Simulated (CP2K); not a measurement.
# AgCl (Chlorargyrite) under changes of volume

One of the cells (20.458 Å³/atom); the others are scaled copies at fixed shape and fractional positions:

```
CELL_PARAMETERS angstrom
3.86787 0.00000 0.00000
1.93394 3.34968 0.00000
1.93394 1.11656 3.15811
ATOMIC_POSITIONS crystal
Ag 0.00000 0.00000 0.00000
Cl 0.50000 0.50000 0.50000
```

| Quantity | Value |
| --- | --- |
| Program | CP2K 2026.2 |
| Functional | PBEsol |
| Potentials or basis | POTENTIAL_UZH Ag GTH-PBE-q11, Cl GTH-PBE-q7; TZVP-MOLOPT-PBE-GTH basis |
| Density cutoff | 6123 eV |
| k mesh | 8 × 8 × 8 |
| Occupations | fermi-dirac, width 0.1 eV |
| Spin | no spin polarisation |

| volume (Å³/atom) | energy over the lowest point (meV/atom) | pressure (GPa) |
| --- | --- | --- |
| 19.231 | 11.91 | 3.7 |
| 19.640 | 4.49 | 2.2 |
| 20.049 | ? | ? |
| 20.458 | 0.00 | -0.3 |
| 20.868 | 2.13 | -1.3 |
| 21.277 | 6.72 | -2.2 |
| 21.686 | 13.46 | -3.0 |

**Question.** What does the run at 20.049 Å³/atom give?

**Answer.** Energy over the lowest point 0.66 meV/atom; pressure 0.9 GPa.

Worked out: A Birch-Murnaghan fit of order 3 (a polynomial in V^(-2/3)) to the other rows has its minimum at 20.34 Å³/atom with B0 = V·E''(V) = 56 GPa and B' = 5.3. It gives 0.66 meV/atom at 20.049 Å³/atom, against the run's 0.66, and -dE/dV = 0.9 GPa, against 0.9.

Energies are extrapolated to zero smearing.

Caveats: the potentials were made for another functional, which shifts forces and pressure; the basis of atomic orbitals isn't converged, which shifts pressures, moduli and gaps.
